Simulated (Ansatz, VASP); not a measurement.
**ZrB2: VASP beside Ansatz**

```
CELL_PARAMETERS angstrom
3.17000 0.00000 0.00000
-1.58500 2.74530 0.00000
0.00000 0.00000 3.53300
ATOMIC_POSITIONS crystal
Zr 0.00000 0.00000 0.00000
B 0.66667 0.33333 0.50000
B 0.33333 0.66667 0.50000
```

Alike in both runs: task single point; functional revPBE; dispersion D4; k mesh 10 × 10 × 8; occupations methfessel-paxton of order 1, width 0.1 eV; non-collinear spin, spin-orbit coupling.

```csv
,VASP,Ansatz
version,VASP 6.6.1,Ansatz 0.2.0
potentials or method,"VASP PAW PBE potentials, release 64 (Zr_sv, B)",PseudoDojo standard (PBE files)
plane-wave cutoff (eV),520,1034
valence electrons in the cell,18,18
```

Ansatz gave:

```
gap on the k mesh at the Fermi level (eV)       : none
pressure (GPa)                                  : -8.6
largest component of the traceless stress (GPa) : 0.93
net moment per atom (μB)                        : 0.00
dispersion energy (meV/atom)                    : -566.2
```

**Question.** What did VASP give for the same quantities?

**Answer.** gap on the k mesh at the Fermi level (eV): none; pressure (GPa): -7.3; largest component of the traceless stress (GPa): 1.41; net moment per atom (μB): 0.00; dispersion energy (meV/atom): -566.1.

A gap of «none» marks a metal or a gap that the smearing closes.

Caveats: the PAW data sets were made with another functional, which shifts forces and pressure a little (VASP); the potentials were made for another functional, which shifts forces and pressure (Ansatz); pairwise dispersion overbinds metals, which lowers pressure and volume (Ansatz).
